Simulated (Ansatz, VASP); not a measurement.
# C (C(110)) in two plane-wave programs, part 2 of 3

One calculation is typed for both programs; each brings its own data sets and cutoff. How far apart do they land?  The structure shown is the end of the VASP relaxation below.

VASP 6.6.1 and Ansatz 0.2.0.

So far: The starting structure; VASP: relaxation, PBEsol.

### Step 3. Ansatz: single point, PBEsol

Level of this step: Ansatz beside VASP: Kohn-Sham DFT, plane waves, PBEsol (Ansatz).

Ansatz runs on its default PAW (the set named soft_2) files.

The same cell, functional, mesh and smearing now go to Ansatz, which takes its cutoff from its data sets.

File input.yaml:

```yaml
crystal:
  lattice:
    - [2.51492018, 0.0, 0.0]
    - [0.0, 3.55663423, 0.0]
    - [0.0, 0.0, 26.05968073]
  atoms:
    - { symbol: C, position: [0.75, 0.40449369, 0.68654876] }
    - { symbol: C, position: [0.25, 0.59550631, 0.68654876] }
    - { symbol: C, position: [0.25, 0.8849263, 0.64597667] }
    - { symbol: C, position: [0.75, 0.1150737, 0.64597667] }
    - { symbol: C, position: [0.75, 0.37579921, 0.59652672] }
    - { symbol: C, position: [0.25, 0.62420079, 0.59652672] }
    - { symbol: C, position: [0.25, 0.87534992, 0.54835714] }
    - { symbol: C, position: [0.75, 0.12465008, 0.54835714] }
    - { symbol: C, position: [0.75, 0.3752506, 0.5] }
    - { symbol: C, position: [0.25, 0.6247494, 0.5] }
    - { symbol: C, position: [0.25, 0.87534992, 0.45164286] }
    - { symbol: C, position: [0.75, 0.12465008, 0.45164286] }
    - { symbol: C, position: [0.75, 0.37579921, 0.40347328] }
    - { symbol: C, position: [0.25, 0.62420079, 0.40347328] }
    - { symbol: C, position: [0.25, 0.8849263, 0.35402333] }
    - { symbol: C, position: [0.75, 0.1150737, 0.35402333] }
    - { symbol: C, position: [0.75, 0.40449369, 0.31345124] }
    - { symbol: C, position: [0.25, 0.59550631, 0.31345124] }
hamiltonian:
  xc: pbesol
  pseudopotentials: { kind: paw }
kpoints:
  mp_grid: { grid: [9, 7, 1] }
scf:
  occupations: { method: gaussian, width: 0.03 }
  n_extra_bands: 8
efield:
  axis: 3
  dipole_correction: true
  ramp_width: 0.04
output:
  forces: true
  eigenvalues: true
```

On the command line:

```bash
$ ansatz run input.yaml --threads 8 --pin off --max-ram 18432MiB --backend cpu --events-out ev --progress --plain --runs-dir out
```

Numbers of over 12 decimals in the logs are rounded to 6 here.

The log of the run:

```text
scf.n_extra_bands = 8 over 36 filled bands (N_el = 72.0): the run solves 44 bands
Engine: ansatz 0.2.0, aarch64-unknown-linux-gnu
Pseudopotentials: kind: paw
Pseudopotential: C, paw, valence charge 4, recommended cutoff 420 eV (normal), C.paw.azcp
Functional definition: PBEsol
  exchange = pbesol_x
  correlation = pbesol_c
Crystal: 18 atoms, lattice volume = 233.095 Å³
Basis set: ecut = 420 eV, 4557 PW (Γ), exchange–correlation on 36×48×360 points (8 copies of the dense FFT grid, shifted against one another)
Bands: 44, of which v1, the nominal top of the filled ones, is band 36 counted from 1 (35 counted from 0)
Symmetry: 4 space group operations
k-points: 20 of 63
Non-local potential: C, projectors of the file, l = 0: 2, l = 1: 2, l = 2: 1
PAW form: soft (Blöchl's): semilocal exchange-correlation on the pseudo side does not see the compensation charge
PAW frozen core: C, regenerated for the run's functional, and the local potential with it (the file was generated under x = pbe(κ = 0.804, μ = 0.219515), c = pbe(β = 0.066725))
PAW one-centre angular grid: C, 110 points (default); XC on 64 Gauss nodes
Initial density: superposition of atomic densities (neutral atoms: chi_scale 0, normalization atom), corrected by the library's trained network
Initial wavefunctions: pseudopotential atomic-orbital guess
Functional: x = pbesol(κ = 0.804, μ = 0.123457), c = pbesol(β = 0.046)
SCF iter   1: F=—  HF=-4433.979926 eV  |F-HF|=—  |Δ(HF+E_count)|=         —  Δρ=1.22e-2  dr2=1.36e0  ethr=1.77e-3  p=-0.000 e·Å  D=-5.12e-14 V/Å  ΔV_dip=0.00 eV  dr2_dipole=2.60e-8  V_vac-E_F(+/−)=4.72/4.72 eV  ⟨swp⟩=18.3  Hψ=7057  notcnv=0  defer=6
efield: sawtooth ramp at fractional position 0.9800 (placed from the atoms, in the widest stretch of the axis that holds none; the zero of the levels goes with the place), width 0.0400; the density the first Hamiltonian is built on has a dipole p = -0.000 e·Å; the dipole correction subtracts the counter field D = -5.12e-14 V/Å, which shifts the + side's vacuum level by +0.00 eV against the − side's; the planar-averaged density in the ramp window peaks in size at 1.4e-5 e/Å³
preconditioner: auto → LDOS  [insulator: Δε(μ)=0.099 eV  Ē_g=14.117 eV  σ=0.030 eV  W_gap=0.50  n_scr=40 (ndim 8)  ℏωp=20.6 eV  f_vac=0.508  D(μ)=1.20/eV (n_scr^D=6)  ε∞_Penn≈3.1  β→1.0]
SCF iter   2: F=—  HF=-4433.814832 eV  |F-HF|=—  |Δ(HF+E_count)|=   1.65e-1  Δρ=5.17e-3  dr2=1.28e-1  ethr=1.77e-3  p=-0.000 e·Å  D=-1.93e-5 V/Å  ΔV_dip=0.00 eV  dr2_dipole=8.86e-9  V_vac-E_F(+/−)=5.31/5.31 eV  ⟨swp⟩=3.8  Hψ=1536  notcnv=0  defer=57
preconditioner: auto → Resta (q_TF=auto, 2.243 Å⁻¹)  ε∞=3.1  [insulator: Δε(μ)=0.143 eV  Ē_g=14.306 eV  σ=0.030 eV  W_gap=1.00  n_scr=40 (ndim 8)  ℏωp=20.6 eV  f_vac=0.511  D(μ)=0.01/eV (n_scr^D=0)  ε∞_Penn≈3.1  vacuum switching on, ρ_ref=1.5e-2 e/Å³  β→0.5]
SCF iter   3: F=—  HF=-4433.788634 eV  |F-HF|=—  |Δ(HF+E_count)|=   2.62e-2  Δρ=1.59e-3  dr2=5.51e-3  ethr=1.77e-4  p=0.000 e·Å  D=1.46e-5 V/Å  ΔV_dip=-0.00 eV  dr2_dipole=1.44e-8  V_vac-E_F(+/−)=5.28/5.28 eV  ⟨swp⟩=3.6  Hψ=1710  notcnv=0  defer=60
SCF iter   4: F=—  HF=-4433.788023 eV  |F-HF|=—  |Δ(HF+E_count)|=   6.11e-4  Δρ=4.36e-4  dr2=4.18e-4  ethr=7.65e-6  p=-0.000 e·Å  D=-2.01e-5 V/Å  ΔV_dip=0.00 eV  dr2_dipole=1.50e-8  V_vac-E_F(+/−)=5.30/5.30 eV  ⟨swp⟩=2.7  Hψ=1846  notcnv=0  defer=60
SCF iter   5: F=—  HF=-4433.788039 eV  |F-HF|=—  |Δ(HF+E_count)|=   1.59e-5  Δρ=8.22e-5  dr2=3.59e-5  ethr=5.81e-7  p=0.000 e·Å  D=2.26e-5 V/Å  ΔV_dip=-0.00 eV  dr2_dipole=1.99e-8  V_vac-E_F(+/−)=5.32/5.32 eV  ⟨swp⟩=2.5  Hψ=1496  notcnv=0  defer=60
SCF iter   6: F=—  HF=-4433.788129 eV  |F-HF|=—  |Δ(HF+E_count)|=   9.06e-5  Δρ=2.15e-5  dr2=2.10e-6  ethr=4.98e-8  p=-0.000 e·Å  D=-3.74e-5 V/Å  ΔV_dip=0.00 eV  dr2_dipole=5.50e-8  V_vac-E_F(+/−)=5.33/5.33 eV  ⟨swp⟩=2.4  Hψ=1561  notcnv=0  defer=60
SCF iter   7: F=—  HF=-4433.788130 eV  |F-HF|=—  |Δ(HF+E_count)|=   5.38e-7  Δρ=8.54e-6  dr2=3.60e-7  ethr=2.92e-9  p=0.000 e·Å  D=4.39e-5 V/Å  ΔV_dip=-0.00 eV  dr2_dipole=7.50e-8  V_vac-E_F(+/−)=5.33/5.33 eV  ⟨swp⟩=2.5  Hψ=1640  notcnv=0  defer=60
SCF iter   8: F=-4433.788130 eV  HF=-4433.788130 eV  |F-HF|=6.42e-8  |Δ(HF+E_count)|=   2.62e-8  Δρ=2.84e-6  dr2=5.79e-8  ethr=1.39e-10  p=-0.000 e·Å  D=-2.72e-5 V/Å  ΔV_dip=0.00 eV  dr2_dipole=2.88e-8  V_vac-E_F(+/−)=5.33/5.33 eV  ⟨swp⟩=21.6  Hψ=5486  notcnv=0
SCF 1 converged in 8 iterations: F = -4433.788130 eV  dr2 = 5.79e-8
  greatest PAW one-centre occupation: 0.662 electrons in one spin orbital (limit 2), on the C atom at site 17 (counted from 0), in its partial waves of l = 0
SCF converged after 8 iterations
Free energy (F): -4433.788130 eV
Harris-Foulkes:  -4433.788130 eV  (|F-HF|=6.42e-8)
Internal energy: -4433.788125 eV  (E = F + TS)
E sigma→0 (E₀):  -4433.788127 eV
Entropy (-TS):   -0.000005 eV (-0.000 meV/atom)
Fermi energy:    3.060941 eV
Dipole field:    D = 0.000184 V/Å  (p = 0.000238 e·Å, saw-weighted, corrected)
Work function:   Φ+ = 5.3309 eV   Φ− = 5.3358 eV
Levels:          The Fermi level and band energies are counted from a zero that moves with the ramp; work functions are not
--- Per-component energies (eV) ---
  E_band       = -465.807779
  E_kinetic    = 1657.701704
  E_local      = -75617.958806  (includes V_loc(G=0)·N_el)
  E_nonlocal   = 484.992453
  E_hartree    = 37106.421335
  E_xc         = -868.148889
  E_vxc        = -1080.598183  (∫ρ·V_xc dr)
  E_paw        = -1716.649431  (= ΣΔE_a)
  E_vpaw       = -122.803076  (= ΣTr[D̂ρ^β])
  E_aug_tail   = 0.000155  (compensation charges beyond the density's cutoff)
  E_efield     = 0.000000  (sawtooth field / dipole correction)
  E_vefield    = 0.000000  (∫n·V_field dr)
  E_ewald      = 34519.473544
  E_core_change = 0.379809  (= ΣΔE_core)
  E_smearing   = -0.000005  (= −TS)
  E_closure    = -0.000000  (closes the sum)
  Σ components = -4433.788130   (vs F -4433.788130, Δ=0.00e0)
--- Forces (eV/Å), atoms counted from 1 ---
  atom   1  C      0.00000000     0.02508395    -0.03475641
  atom   2  C      0.00000000    -0.02508395    -0.03475641
  atom   3  C      0.00000000    -0.00797923    -0.00796925
  atom   4  C      0.00000000     0.00797923    -0.00796925
  atom   5  C      0.00000000     0.00731518    -0.02767596
  atom   6  C      0.00000000    -0.00731518    -0.02767596
  atom   7  C      0.00000000     0.00241327     0.01397652
  atom   8  C      0.00000000    -0.00241327     0.01397652
  atom   9  C      0.00000000    -0.01183768    -0.00000469
  atom  10  C      0.00000000     0.01183768    -0.00000469
  atom  11  C      0.00000000     0.00245795    -0.01396818
  atom  12  C      0.00000000    -0.00245795    -0.01396818
  atom  13  C      0.00000000     0.00738385     0.02760812
  atom  14  C      0.00000000    -0.00738385     0.02760812
  atom  15  C      0.00000000    -0.00796525     0.00789477
  atom  16  C      0.00000000     0.00796525     0.00789477
  atom  17  C      0.00000000     0.02509643     0.03470399
  atom  18  C      0.00000000    -0.02509643     0.03470399
  max |Σ_I F_I| component: 3.82e-4 eV/Å
--- Band table (eV; the first three rows and the last of 20) ---
  k-point 0: bands = [... 32 lower, 1.3953, 1.9405, 2.4805, 2.9060, 5.5233, 5.9795, 7.0111, 7.5415, ... 4 higher]
  k-point 1: bands = [... 32 lower, 0.9713, 1.3325, 2.6947, 2.7563, 5.1736, 5.4598, 6.9778, 7.6160, ... 4 higher]
  k-point 2: bands = [... 32 lower, 0.1618, 0.5907, 2.5720, 2.6882, 4.3909, 4.5801, 7.0693, 7.9855, ... 4 higher]
  k-point 19: bands = [... 32 lower, -1.1155, -0.9892, 2.8884, 2.9866, 3.5975, 3.7326, 9.6325, 9.9534, ... 4 higher]
```

Elapsed: 5.3 s, on 8 threads of Arm Neoverse N1, shared host; peak memory 0.71 GiB.

In the SCF lines HF is the Harris–Foulkes energy and dr2 the Hartree energy of the density residual, in eV; the loop may stop once dr2 is under the threshold and the program's other checks hold. Hψ counts applications of the Hamiltonian.

### Step 4. Side by side

Known differences besides the PAW data sets themselves: the cutoff is 420 eV in Ansatz and 440 eV in VASP (PREC = Normal, projectors in real space); Ansatz makes its cores anew for this functional, VASP keeps those of its PBE data sets. Total energies have different zeros and are not compared.

Both answers:

```
              quantity  Ansatz   VASP  difference
gap on the k mesh (eV)   0.145  0.143      +0.002
```

At this near-relaxed geometry the largest component of a force difference is 41 meV/Å.

### Step 5. Looking for the cause

The difference is large enough to ask for its cause, so further runs change the set-up of one program at a time, as the table lists.

```
                                                           run  r.m.s. force difference (meV/Å)
                                                      as above                               13
cores kept as stored, as VASP does, whose cores stay as stored                               11
                       Ansatz's larger PAW set (cutoff 800 eV)                               11
                   norm-conserving potentials (cutoff 1116 eV)                              7.2
```

### Step 6. Ansatz: band structure, PBEsol

The same path points are solved in both programs, so levels can be compared one by one.

File input.yaml:

```yaml
crystal:
  lattice:
    - [2.5149201836, 0.0, 0.0]
    - [0.0, 3.556634232, 0.0]
    - [0.0, 0.0, 26.0596807346]
  atoms:
    - { symbol: C, position: [0.75, 0.4044936856, 0.6865487613] }
    - { symbol: C, position: [0.25, 0.5955063144, 0.6865487613] }
    - { symbol: C, position: [0.25, 0.8849263043, 0.6459766691] }
    - { symbol: C, position: [0.75, 0.1150736957, 0.6459766691] }
    - { symbol: C, position: [0.75, 0.3757992103, 0.5965267191] }
    - { symbol: C, position: [0.25, 0.6242007897, 0.5965267191] }
    - { symbol: C, position: [0.25, 0.8753499206, 0.5483571353] }
    - { symbol: C, position: [0.75, 0.1246500794, 0.5483571353] }
    - { symbol: C, position: [0.75, 0.3752506027, 0.5] }
    - { symbol: C, position: [0.25, 0.6247493973, 0.5] }
    - { symbol: C, position: [0.25, 0.8753499206, 0.4516428647] }
    - { symbol: C, position: [0.75, 0.1246500794, 0.4516428647] }
    - { symbol: C, position: [0.75, 0.3757992103, 0.4034732809] }
    - { symbol: C, position: [0.25, 0.6242007897, 0.4034732809] }
    - { symbol: C, position: [0.25, 0.8849263043, 0.3540233309] }
    - { symbol: C, position: [0.75, 0.1150736957, 0.3540233309] }
    - { symbol: C, position: [0.75, 0.4044936856, 0.3134512387] }
    - { symbol: C, position: [0.25, 0.5955063144, 0.3134512387] }
hamiltonian:
  xc: pbesol
  pseudopotentials: { kind: paw }
kpoints:
  mp_grid: { grid: [9, 7, 1] }
  band_path:
    path:
      - [0.0, 0.0, 0.0]
      - [0.07692, 0.0, 0.0]
      - [0.15385, 0.0, 0.0]
      - [0.26923, 0.0, 0.0]
      - [0.34615, 0.0, 0.0]
      - [0.42308, 0.0, 0.0]
      - [0.5, 0.0, 0.0]
      - [0.5, 0.07692, 0.0]
      - [0.5, 0.19231, 0.0]
      - [0.5, 0.26923, 0.0]
      - [0.5, 0.34615, 0.0]
      - [0.5, 0.46154, 0.0]
      - [0.5, 0.5, 0.0]
      - [0.42308, 0.5, 0.0]
      - [0.30769, 0.5, 0.0]
      - [0.23077, 0.5, 0.0]
      - [0.11538, 0.5, 0.0]
      - [0.03846, 0.5, 0.0]
      - [0.0, 0.5, 0.0]
      - [0.0, 0.38462, 0.0]
      - [0.0, 0.30769, 0.0]
      - [0.0, 0.23077, 0.0]
      - [0.0, 0.11538, 0.0]
      - [0.0, 0.03846, 0.0]
      - [0.03846, 0.03846, 0.0]
      - [0.11538, 0.11538, 0.0]
      - [0.19231, 0.19231, 0.0]
      - [0.30769, 0.30769, 0.0]
      - [0.38462, 0.38462, 0.0]
      - [0.5, 0.5, 0.0]
    npoints: 1
scf:
  occupations: { method: gaussian, width: 0.03 }
  n_extra_bands: 15
efield:
  axis: 3
  dipole_correction: true
  ramp_width: 0.04
output:
  forces: true
  eigenvalues: true
```

The log of the run:

```text
[...]
Crystal: 18 atoms, lattice volume = 233.095 Å³
Basis set: ecut = 420 eV, 4557 PW (Γ), exchange–correlation on 36×48×360 points (8 copies of the dense FFT grid, shifted against one another)
Bands: 51, of which v1, the nominal top of the filled ones, is band 36 counted from 1 (35 counted from 0)
Symmetry: 4 space group operations
k-points: 20 of 63
[...]
k-point 0: bands = [... 32 lower, 1.3952, 1.9404, 2.4804, 2.9060, 5.5233, 5.9795, 7.0110, 7.5415, ... 11 higher]
  k-point 1: bands = [... 32 lower, 0.9712, 1.3325, 2.6946, 2.7563, 5.1736, 5.4597, 6.9778, 7.6159, ... 11 higher]
  k-point 2: bands = [... 32 lower, 0.1618, 0.5907, 2.5720, 2.6882, 4.3908, 4.5800, 7.0693, 7.9854, ... 11 higher]
  k-point 19: bands = [... 32 lower, -1.1156, -0.9893, 2.8883, 2.9866, 3.5974, 3.7326, 9.6324, 9.9534, ... 11 higher]
[key lines of the parts left out:]
SCF converged after 8 iterations
Free energy (F): -4433.788130 eV
Fermi energy:    3.060905 eV
Dipole field:    D = 0.000235 V/Å  (p = 0.000302 e·Å, saw-weighted, corrected)
Work function:   Φ+ = 5.3303 eV   Φ− = 5.3364 eV
```

Run time: 13 s. Hardware: 8 threads; peak memory 0.9 GiB.

(Part 2 of 3 ends here.)

[Lines on the potential files, build, host, timing and source positions are cut from VASP's logs without a mark.]

[Logs are printed without paths, hosts, clocks, repeated set-up lines and the standing remarks that a program may print on its own settings, such as how far it seeks lower states.]

[Hosts, paths, dates, database ids (printed as entryN), source tags and the programs' standing remarks are cut or masked in the printed files.]
